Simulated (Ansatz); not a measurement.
# Cu: the cost of one run

Program: Ansatz 0.2.0. Level of theory: DFT PBE, scalar-relativistic, plane waves, PAW. These are calculated values, not measurements.

This is Cu in the hcp structure; at room conditions it is fcc.

### Step 1. The starting structure

The structure is hexagonal, space group P6_3/mmc (No. 194). The conventional cell has a = 2.565 Å, b = 2.565 Å, c = 4.201 Å, α = 90.00°, β = 90.00°, γ = 120.00°. Cu (site symmetry -6m2) has 12 Cu at 2.56 to 2.57 Å in its first shell of neighbours.

As a file:

```
CELL_PARAMETERS angstrom
2.56497 0.00000 0.00000
-1.28249 2.22133 0.00000
0.00000 0.00000 4.20127
ATOMIC_POSITIONS crystal
Cu 0.66667 0.33333 0.75000
Cu 0.33333 0.66667 0.25000
```

The cell was relaxed beforehand at this level, from a generated guess; it needn't be the stable form of this composition. At a tolerance of 0.05 Å it has space group P6_3/mmc (No. 194); it has 11.97 Å³/atom, an uncorrected energy of +0.01 eV/atom over the standard state.

### Step 2. Bands, states and charges

Contents of input.yaml:

```yaml
crystal:
  lattice:
    - [2.5649749731, 0.0, 0.0]
    - [-1.2824874866, 2.2213334867, 0.0]
    - [0.0, 0.0, 4.2012690622]
  atoms:
    - { symbol: Cu, position: [0.6666666667, 0.3333333333, 0.75] }
    - { symbol: Cu, position: [0.3333333333, 0.6666666667, 0.25] }
basis:
  ecutwfc: 420
kpoints:
  mp_grid: { grid: [24, 24, 14] }
  band_path:
    path:
      - [[0.0, 0.0, 0.0], [0.5, 0.0, 0.0], [0.33333333, 0.33333333, 0.0], [0.0, 0.0, 0.0], [0.0, 0.0, 0.5], [0.5, 0.0, 0.5], [0.33333333, 0.33333333, 0.5], [0.0, 0.0, 0.5]]
      - [[0.5, 0.0, 0.5], [0.5, 0.0, 0.0]]
      - [[0.33333333, 0.33333333, 0.5], [0.33333333, 0.33333333, 0.0]]
    npoints: 14
hamiltonian:
  xc: pbe
scf:
  occupations: { method: gaussian, width: 0.1 }
  n_extra_bands: 6
output:
  forces: true
  stress: true
  eigenvalues: true
  populations: true
  dos: { projected: true, de: 0.02, nscf_kmesh: { grid: [29, 29, 17] } }
  bader: true
```

Run with:

```
$ ansatz run input.yaml --threads 1 --pin off --max-ram 2560MiB --backend cpu --events-out ev --progress --plain --runs-dir out
```

Q: Estimate wall time and peak memory on 1 thread of Intel Xeon at 2.50GHz (Skylake/Cascade Lake), shared host.

About 81 s, with a peak of 0.57 GiB.
